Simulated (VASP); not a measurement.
# ZnS (P6_3/mmc) in VASP: further runs

The runs below take ZnS through single point, with PBE, r2SCAN.

Everything below comes from runs of VASP 6.6.1. Logs are shortened: lines on timing, memory, paths and dates and some standing lists are left out, and cuts for length are marked.

### Step 1. The crystal as given

The structure is hexagonal, space group P6_3/mmc (No. 194). The conventional cell has a = 3.590 Å, b = 3.590 Å, c = 5.880 Å, α = 90.00°, β = 90.00°, γ = 120.00°. Zn (site symmetry -3m) is surrounded by 6 S at 2.54 Å. S (site symmetry -6m2) has 6 Zn at 2.54 Å as nearest neighbours.

The cell was built by a generator and needn't be a form met in nature.

### Step 2. Single point, PBE

The input, INCAR:

```
SYSTEM = ZnS
ALGO = Fast ; EDIFF = 1E-7
ENCUT = 520 ; GGA = PE
ISIF = 2 ; ISMEAR = 0
LASPH = .True. ; LCHARG = .True.
LELF = .True. ; LREAL = .False.
LVHAR = .True. ; LWAVE = .False.
NBANDS = 26 ; NELM = 100
PREC = Accurate ; SIGMA = 0.01
```

The input, KPOINTS:

```
k-points
0
Gamma
  6 6 4
  0 0 0
```

The input, POSCAR:

```
ZnS
1.0
    3.5895904813      0.0000000000      0.0000000000
   -1.7947952406      3.1086765460      0.0000000000
    0.0000000000      0.0000000000      5.8799973210
Zn S
2 2
Direct
    0.0000000000      0.0000000000      0.0000000000
    0.0000000000      0.0000000000      0.5000000000
    0.3333333333      0.6666666667      0.2500000000
    0.6666666667      0.3333333333      0.7500000000
```

Potentials or basis: VASP PAW PBE potentials, release 64 (Zn, S).

The run is started by

```console
$ cat potpaw_PBE.64/Zn/POTCAR potpaw_PBE.64/S/POTCAR > POTCAR
$ mpirun -np 1 vasp_std > vasp.out
```

OUTCAR:

```text
SYSTEM = ZnS
   EDIFF = 1E-7
   ENCUT = 520
   GGA = PE
   ISIF = 2
   ISMEAR = 0
   LASPH = .True.
   LREAL = .False.
   NELM = 100
   PREC = Accurate

 ion  position               nearest neighbor table
   1  0.000  0.000  0.000-   3 2.54   4 2.54   3 2.54   4 2.54   4 2.54   3 2.54   2 2.94   2 2.94

   2  0.000  0.000  0.500-   3 2.54   4 2.54   3 2.54   4 2.54   4 2.54   3 2.54   1 2.94   1 2.94

   3  0.333  0.667  0.250-   1 2.54   2 2.54   1 2.54   2 2.54   1 2.54   2 2.54
   4  0.667  0.333  0.750-   1 2.54   2 2.54   1 2.54   2 2.54   1 2.54   2 2.54

  LATTYP: Found a hexagonal cell.
 ALAT       =     3.5895904813
 C/A-ratio  =     1.6380691200

  Lattice vectors:

 A1 = (   3.5895904813,   0.0000000000,   0.0000000000)
 A2 = (  -1.7947952406,   3.1086765460,   0.0000000000)
 A3 = (   0.0000000000,   0.0000000000,   5.8799973210)

Analysis of symmetry for initial positions (statically):
=====================================================================
 Subroutine PRICEL returns:
 Original cell was already a primitive cell.

 Routine SETGRP: Setting up the symmetry group for a
 hexagonal supercell.

 Subroutine GETGRP returns: Found 24 space group operations
 (whereof 12 operations were pure point group operations)
 out of a pool of 24 trial point group operations.

The static configuration has the point symmetry D_3d.
 The point group associated with its full space group is D_6h.

Analysis of symmetry for dynamics (positions and initial velocities):
=====================================================================
 Subroutine PRICEL returns:
 Original cell was already a primitive cell.

 Routine SETGRP: Setting up the symmetry group for a
 hexagonal supercell.

 Subroutine GETGRP returns: Found 24 space group operations
 (whereof 12 operations were pure point group operations)
 out of a pool of 24 trial point group operations.

The dynamic configuration has the point symmetry D_3d.
 The point group associated with its full space group is D_6h.

 Subroutine INISYM returns: Found 24 space group operations
 (whereof 12 operations are pure point group operations),
 and found     1 'primitive' translations

----------------------------------------------------------------------------------------

                                     Primitive cell

  volume of cell :      65.6142

  direct lattice vectors                    reciprocal lattice vectors
     3.589590481  0.000000000  0.000000000     0.278583311  0.160840149  0.000000000
    -1.794795241  3.108676546  0.000000000     0.000000000  0.321680299  0.000000000
     0.000000000  0.000000000  5.879997321     0.000000000  0.000000000  0.170068105

  length of vectors
     3.589590481  3.589590481  5.879997321     0.321680299  0.321680299  0.170068105

  position of ions in fractional coordinates (direct lattice)
     0.000000000  0.000000000  0.000000000
     0.000000000  0.000000000  0.500000000
     0.333333333  0.666666667  0.250000000
     0.666666667  0.333333333  0.750000000

  ion indices of the primitive-cell ions
   primitive index   ion index
                 1           1
                 2           2
                 3           3
                 4           4

----------------------------------------------------------------------------------------

 KPOINTS: k-points

Automatic generation of k-mesh.
 Grid dimensions read from file:
 generate k-points for:    6    6    4

 Generating k-lattice:

  Cartesian coordinates                     Fractional coordinates (reciprocal lattice)
     0.046430552  0.026806692  0.000000000     0.166666667  0.000000000  0.000000000
     0.000000000  0.053613383  0.000000000     0.000000000  0.166666667  0.000000000
     0.000000000  0.000000000  0.042517026     0.000000000  0.000000000  0.250000000

  Length of vectors
     0.053613383  0.053613383  0.042517026

  Shift w.r.t. Gamma in fractional coordinates (k-lattice)
     0.000000000  0.000000000  0.000000000

 Subroutine IBZKPT returns following result:
 ===========================================

 Found     21 irreducible k-points:

 Following reciprocal coordinates:
            Coordinates               Weight
  0.000000  0.000000  0.000000      1.000000
  0.166667  0.000000  0.000000      6.000000
  0.333333  0.000000  0.000000      6.000000
  0.500000  0.000000  0.000000      3.000000
  0.166667  0.166667  0.000000      6.000000
  0.333333  0.166667  0.000000     12.000000
[... 13 lines left out ...]
  0.333333  0.166667  0.500000     12.000000
  0.333333  0.333333  0.500000      2.000000
   k-points           NKPTS =     21   k-points in BZ     NKDIM =     21   number of bands    NBANDS=     26
   number of dos      NEDOS =    301   number of ions     NIONS =      4
   total plane-waves  NPLWV =  37632
   dimension x,y,z NGX =    28 NGY =   28 NGZ =   48
   dimension x,y,z NGXF=    56 NGYF=   56 NGZF=   96
   ions per type =               2   2
   NGX,Y,Z   is equivalent  to a cutoff of  12.97, 12.97, 13.57 a.u.
   NGXF,Y,Z  is equivalent  to a cutoff of  25.94, 25.94, 27.14 a.u.
 SYSTEM =  ZnS
   PREC   = accura    normal or accurate (medium, high low for compatibility)
   ISTART =      0    job   : 0-new  1-cont  2-samecut
   ICHARG =      2    charge: 1-file 2-atom 10-const
   ISPIN  =      1    spin polarized calculation?
   LNONCOLLINEAR =      F non collinear calculations
   LSORBIT =      F    spin-orbit coupling
   LASPH  =      T    aspherical Exc in radial PAW
   ENCUT  =  520.0 eV  38.22 Ry    6.18 a.u.   6.67  6.67 10.93*2*pi/ulx,y,z
   NELM   =    100;   NELMIN=  2; NELMDL= -5     # of ELM steps
   EDIFF  = 0.1E-06   stopping-criterion for ELM
   LREAL  =      F    real-space projection
   EDIFFG = 0.1E-05   stopping-criterion for IOM
   NSW    =      0    number of steps for IOM
   IBRION =     -1    ionic relax: 0-MD 1-quasi-New 2-CG
   NFREE  =      0    steps in history (QN), initial steepest desc. (CG)
   ISIF   =      2    stress and relaxation
   ISYM   =      2    0-nonsym 1-usesym 2-fastsym
   POTIM  = 0.5000    time-step for ionic-motion
   TEBEG  =    0.0;   TEEND  =   0.0 temperature during run
   PSTRESS=    0.0 pullay stress
   NELECT =      36.0000    total number of electrons
   NUPDOWN=      -1.0000    fix difference up-down
   EMIN   =  10.00;   EMAX   =-10.00  energy-range for DOS
   EFERMI =   0.00;   METHOD = LEGACY
   ISMEAR =     0;   SIGMA  =   0.01  broadening in eV -4-tet -1-fermi 0-gaus
   EFERMI_NEDOS =   21; number of points for ismear=-14 and -15
   IALGO  =     68    algorithm
   IMIX   =      4    mixing-type and parameters
     AMIX     =   0.40;   BMIX     =  1.00
     AMIX_MAG =   1.60;   BMIX_MAG =  1.00
  volume/ion in A,a.u.               =      16.40       110.70
  Fermi-wavevector in a.u.,A,eV,Ry     =   1.340221  2.532651 24.438687  1.796193
  Thomas-Fermi vector in A             =   2.468551
   LORBIT       =      0    0 simple, 1 ext, 2 COOP (PROOUT), +10 PAW based schemes
   GGA     = PE    functional components
   LHFCALC =     F    Hartree Fock is set to
   AEXX    =    0.0000 exact exchange contribution
   IVDW    =     0    specifies the selected vdW correction
   LEPSILON=     F    determine dielectric tensor
   LRPA    =     F    only Hartree local field effects (RPA)
 non-spin polarized calculation
 RMM-DIIS sequential band-by-band and
 Gauss-broadening in eV      SIGMA  =   0.01
  energy-cutoff  :      520.00
  volume of cell :       65.61
 maximum number of plane-waves:      1786
 NGX is ok and might be reduce to    28
   NGX = 13   NGY = 13   NGZ = 21

 number of electron      36.0000027 magnetization

 Free energy of the ion-electron system (eV)
  ---------------------------------------------------
  ext. energy  EPLUGINS =         0.00000000
  ---------------------------------------------------
  free energy    TOTEN  =       -12.32594690 eV

  energy without entropy =      -12.32594690  energy(sigma->0) =      -12.32594690

 E-fermi :   4.0132     XC(G=0): -10.8238

 val. band max:        3.9598092931   @ k =   0.1667   0.0000   0.0000
 cond. band min:       4.3265089870   @ k =   0.3333   0.3333   0.0000
 fundamental gap:      0.3666996939
 Fermi energy:         4.0132428639

 k-point     1 :       0.0000    0.0000    0.0000
  band No.  band energies     occupation
      1      -9.9476      2.00000
      2      -8.2663      2.00000
      3      -3.2355      2.00000
      4      -2.7602      2.00000
      5      -2.7602      2.00000
      6      -2.6707      2.00000
[... 18 lines left out ...]
     25      12.8218      0.00000
     26      12.8233      0.00000

 k-point     2 :       0.1667    0.0000    0.0000
  band No.  band energies     occupation
      1      -9.6595      2.00000
      2      -8.1658      2.00000
      3      -2.9552      2.00000
      4      -2.7475      2.00000
      5      -2.6823      2.00000
      6      -2.6449      2.00000
[... 18 lines left out ...]
     25      11.9600      0.00000
     26      12.8301      0.00000

 k-point     3 :       0.3333    0.0000    0.0000
  band No.  band energies     occupation
      1      -8.9144      2.00000
      2      -7.9982      2.00000
      3      -2.8948      2.00000
      4      -2.7629      2.00000
      5      -2.6946      2.00000
      6      -2.5753      2.00000
[... 18 lines left out ...]
     25      12.6568      0.00000
     26      14.0546      0.00000

 k-point     4 :       0.5000    0.0000    0.0000
  band No.  band energies     occupation
      1      -8.2434      2.00000
      2      -8.1029      2.00000
      3      -3.3469      2.00000
      4      -2.7854      2.00000
      5      -2.7467      2.00000
      6      -2.5990      2.00000
[... 18 lines left out ...]
     25      12.9578      0.00000
     26      15.9778      0.00000
[... 409 lines left out ...]
      1      -8.6365      2.00000
      2      -8.6365      2.00000
      3      -2.7631      2.00000
      4      -2.7631      2.00000
      5      -2.5819      2.00000
      6      -2.5819      2.00000
[... 18 lines left out ...]
     25      12.9241      0.00000
     26      12.9241      0.00000

 k-point    20 :       0.3333    0.1667    0.5000
  band No.  band energies     occupation
      1      -8.1677      2.00000
      2      -8.1677      2.00000
      3      -2.7445      2.00000
      4      -2.7445      2.00000
      5      -2.6179      2.00000
      6      -2.6179      2.00000
[... 18 lines left out ...]
     25      14.0067      0.00000
     26      14.0068      0.00000

 k-point    21 :       0.3333    0.3333    0.5000
  band No.  band energies     occupation
      1      -8.0009      2.00000
      2      -8.0009      2.00000
      3      -2.7329      2.00000
      4      -2.7329      2.00000
      5      -2.5067      2.00000
      6      -2.5067      2.00000
[... 18 lines left out ...]
     25      13.7199      0.00000
     26      13.7199      0.00000

------------------------ aborting loop because EDIFF is reached ----------------------------------------

  FORCE on cell =-STRESS in cart. coord.  units (eV):
  Direction    XX          YY          ZZ          XY          YZ          ZX
  --------------------------------------------------------------------------------------
  -------------------------------------------------------------------------------------
  Total        1.1114774      1.1114774      0.9554117      0.0000000      0.0000000     -0.0000000
  in kB       27.1402383     27.1402383     23.3294009      0.0000000      0.0000000     -0.0000000
  external PRESSURE =      25.8699592 kB  Pullay stress =       0.0000000 kB

 VOLUME and BASIS-vectors are now :
 -----------------------------------------------------------------------------
  energy-cutoff  :      520.00
  volume of cell :       65.61
      direct lattice vectors                 reciprocal lattice vectors
     3.589590481  0.000000000  0.000000000     0.278583311  0.160840149  0.000000000
    -1.794795241  3.108676546  0.000000000     0.000000000  0.321680299  0.000000000
     0.000000000  0.000000000  5.879997321     0.000000000  0.000000000  0.170068105

 POSITION                                       TOTAL-FORCE (eV/Angst)
 -----------------------------------------------------------------------------------
      0.00000      0.00000      0.00000         0.000000     -0.000000      0.000000
      0.00000      0.00000      2.94000         0.000000     -0.000000      0.000000
     -0.00000      2.07245      1.47000        -0.000000     -0.000000     -0.000000
      1.79480      1.03623      4.41000         0.000000      0.000000      0.000000
 -----------------------------------------------------------------------------------
    total drift:                               -0.000000      0.000000      0.000000

  FREE ENERGIE OF THE ION-ELECTRON SYSTEM (eV)
  ---------------------------------------------------
  free  energy   TOTEN  =       -12.3259469044 eV

  energy  without entropy=      -12.3259469044  energy(sigma->0) =      -12.32594690
```

Wall time 20 s (1 thread of Intel Xeon 6975P-C (Granite Rapids), shared host); peak memory 0.19 GiB.

Results:

```yaml
Free_energy: -12.3259 eV
Pressure: 2.6 GPa
Band_gap_on_the_k_mesh: 0.37 eV, indirect (least direct gap 1.68 eV)
```

A k mesh can miss the band edges.

[end of part 1 of 2]
